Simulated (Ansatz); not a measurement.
# Bands of RbBr

```
CELL_PARAMETERS angstrom
0.00000 3.42750 3.42750
3.42750 0.00000 3.42750
3.42750 3.42750 0.00000
ATOMIC_POSITIONS crystal
Rb 0.00000 0.00000 0.00000
Br 0.50000 0.50000 0.50000
```

Atom numbers follow the list: Rb1, Br2.

The cell is COD entry 1010048, as deposited and not checked against the literature; nothing was relaxed. It is an old determination, and later ones may differ.

Method: DFT, PBE, all-electron LAPW, Dirac equation with spin-orbit coupling in Ansatz 0.2.0.

Settings: a Γ-centred 6×6×6 k mesh, Fermi–Dirac smearing of 0.02 eV, basis error target 1 meV/atom, no spin polarisation.

Points in fractions of the reciprocal vectors of this cell: Γ (0, 0, 0), X (0.5, 0, 0.5), U (0.625, 0.25, 0.625), K (0.375, 0.375, 0.75), L (0.5, 0.5, 0.5), W (0.5, 0.25, 0.75). The path joins them by straight lines in the order Γ–X–U–K–Γ–L–W–X; legs that retrace an earlier one aren't tabulated. Energies are in eV from the top of the valence band.

(1) Metal or insulator at this level of theory?

(2) Tabulate bands 45 to 51, counted from the lowest band of the run, along the path.

Results:

(1) An insulator or semiconductor: gap 4.20 eV, direct at Γ.

(2) 
```
k (1/Å)  point  band 45  band 46  band 47  band 48  band 49  band 50  band 51
   0.00      Γ     0.00     0.00     0.00     0.00     4.20     4.20     7.12
   0.18           -0.13    -0.13    -0.02    -0.02     4.51     4.51     6.86
   0.37           -0.29    -0.29    -0.07    -0.07     5.18     5.18     6.34
   0.55           -0.37    -0.37    -0.12    -0.12     5.87     5.87     5.94
   0.73           -0.38    -0.38    -0.15    -0.15     5.56     5.56     6.63
   0.92      X    -0.37    -0.37    -0.16    -0.16     5.45     5.45     6.97
   0.98           -0.38    -0.38    -0.17    -0.17     5.49     5.49     7.02
   1.05           -0.40    -0.40    -0.20    -0.20     5.58     5.58     7.15
   1.11           -0.42    -0.42    -0.25    -0.25     5.74     5.74     7.36
   1.18           -0.46    -0.46    -0.29    -0.29     5.94     5.94     7.64
   1.24      U    -0.48    -0.48    -0.33    -0.33     6.18     6.18     7.94
   1.35           -0.49    -0.49    -0.35    -0.35     6.39     6.39     7.66
   1.47           -0.49    -0.49    -0.37    -0.37     6.73     6.73     7.20
   1.58           -0.49    -0.49    -0.37    -0.37     6.73     6.73     7.20
   1.69           -0.49    -0.49    -0.35    -0.35     6.39     6.39     7.66
   1.80      K    -0.48    -0.48    -0.33    -0.33     6.18     6.18     7.94
   2.00           -0.53    -0.53    -0.35    -0.35     6.80     6.80     7.32
   2.19           -0.50    -0.50    -0.27    -0.27     6.32     6.32     6.91
   2.39           -0.37    -0.37    -0.15    -0.15     5.40     5.40     6.81
   2.58           -0.14    -0.14    -0.05    -0.05     4.56     4.56     6.98
   2.77      Γ     0.00     0.00     0.00     0.00     4.20     4.20     7.12
   2.93           -0.10    -0.10    -0.04    -0.04     4.45     4.45     7.05
   3.09           -0.29    -0.29    -0.14    -0.14     5.08     5.08     6.97
   3.25           -0.46    -0.46    -0.25    -0.25     5.86     5.86     7.06
   3.41           -0.57    -0.57    -0.34    -0.34     6.45     6.45     7.36
   3.57      L    -0.60    -0.60    -0.37    -0.37     6.65     6.65     7.55
   3.70           -0.59    -0.59    -0.37    -0.37     6.69     6.69     7.50
   3.83           -0.57    -0.57    -0.36    -0.36     6.77     6.77     7.35
   3.96           -0.53    -0.53    -0.36    -0.36     6.85     6.85     7.15
   4.09           -0.48    -0.48    -0.37    -0.37     6.90     6.90     6.99
   4.22      W    -0.44    -0.44    -0.39    -0.39     6.90     6.90     6.94
   4.31           -0.45    -0.45    -0.36    -0.36     6.43     6.43     7.46
   4.40           -0.44    -0.44    -0.31    -0.31     6.02     6.02     7.60
   4.49           -0.41    -0.41    -0.24    -0.24     5.71     5.71     7.29
   4.58           -0.38    -0.38    -0.18    -0.18     5.52     5.52     7.06
   4.67      X    -0.37    -0.37    -0.16    -0.16     5.45     5.45     6.97
```
